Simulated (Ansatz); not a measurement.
## Al: hydrostatic pressure series

Method: DFT PBE, scalar-relativistic, plane waves, PAW (Ansatz 0.2.0). Settings: 420 eV cutoff, 18×18×18 k-mesh, Gaussian smearing of 0.10 eV, no spin polarisation.

Starting point, cell and atoms relaxed:

```xyz
1
Lattice="0.0000 2.0208 2.0208 2.0208 0.0000 2.0208 2.0208 2.0208 0.0000" Properties=species:S:1:pos:R:3 pbc="T T T"
Al    0.0000    0.0000    0.0000
```

Cell and atoms are relaxed at each pressure within the symmetry of the start, at zero temperature, so transitions that lower the symmetry aren't seen. The k-mesh given is that at zero pressure and may differ at others. a, b and c are the lengths of the cell vectors above.

```
P (GPa) V (Å³/atom) V/V0  a (Å) b (Å) c (Å)
     -3        17.24  1.045  2.900  2.900  2.900
      0        16.50  1.000  2.858  2.858  2.858
      3        15.91  0.964  2.823  2.823  2.823
      8        15.15  0.918  2.777  2.777  2.777
     15        14.33  0.868  2.726  2.726  2.726
     30        13.10  0.793  2.646  2.646  2.646
     60        11.58  0.701  2.539  2.539  2.539
```

(1) What bulk modulus and pressure derivative fit these points?

Results:

(1) A third-order Birch–Murnaghan fit gives B0 = 78 GPa and B0' = 4.3.